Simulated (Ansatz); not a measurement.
Relaxation of Mo

Theory: Ansatz 0.2.0, DFT PBE, scalar-relativistic, plane waves, PAW. (420 eV cutoff, 12×12×8 k-mesh, Gaussian smearing of 0.10 eV, no spin polarisation)

What was changed: 6 of 6 W sites taken by Mo, cell and atoms relaxed.

Command:

```bash
ansatz run input.yaml --threads 1 --pin off --max-ram 2560MiB --backend cpu --events-out ev --progress --plain --runs-dir out
```

Input:

```yaml
crystal:
  lattice:
    - [0.0, 3.1604389656, -3.1604389656]
    - [3.1604389656, -3.1604389656, 0.0]
    - [-3.1604389656, -3.1604389656, -3.1604389656]
  atoms:
    - { symbol: Mo, position: [0.6666666667, 0.3333333333, 0.8333333333] }
    - { symbol: Mo, position: [0.3333333333, 0.6666666667, 0.6666666667] }
    - { symbol: Mo, position: [0.0, 0.0, 0.5] }
    - { symbol: Mo, position: [0.6666666667, 0.3333333333, 0.3333333333] }
    - { symbol: Mo, position: [0.3333333333, 0.6666666667, 0.1666666667] }
    - { symbol: Mo, position: [0.0, 0.0, 0.0] }
basis:
  ecutwfc: 420
kpoints:
  mp_grid: { grid: [12, 12, 8] }
hamiltonian:
  xc: pbe
scf:
  occupations: { method: gaussian, width: 0.1 }
output:
  forces: true
  stress: true
  eigenvalues: true
relax:
  adjacent_minimum: "off"
  f_tol: 0.015
  max_steps: 60
  cell: { stress_tol: 0.15 }
```

F is the free energy. Steps run on the plane waves of an earlier cell, but the last one, and at times one on the way, on a freshly chosen basis, so a repeated geometry can differ a little in energy.

Steps:

```tsv
step	F − F(1) (eV)	largest force component (eV/Å)	V (Å³/atom)	P (GPa)
1	0.0000	0.000	15.784	0.15
2	0.0000	0.000	15.815	-0.36
3	-0.0002	0.000	15.793	0.00
4	-0.0002	0.000	15.793	0.00
```

Relaxed structure:

```
CELL_PARAMETERS angstrom
0.00000 3.16309 -3.16309
3.16309 -3.16309 0.00000
-3.15695 -3.15695 -3.15695
ATOMIC_POSITIONS crystal
Mo 0.66667 0.33333 0.83333
Mo 0.33333 0.66667 0.66667
Mo 0.00000 0.00000 0.50000
Mo 0.66667 0.33333 0.33333
Mo 0.33333 0.66667 0.16667
Mo 0.00000 0.00000 0.00000
```

Symmetry: Im-3m, No. 229, cubic system. Conventional cell: a = 3.161 Å, b = 3.161 Å, c = 3.161 Å, α = 90.00°, β = 90.00°, γ = 90.00°. Mo (site symmetry m-3m) has 8 Mo at 2.73 to 2.74 Å as nearest neighbours.

The run converged. Time: 2.4 min on 1 thread of Arm Neoverse V2, on a shared host, peak memory 0.65 GiB.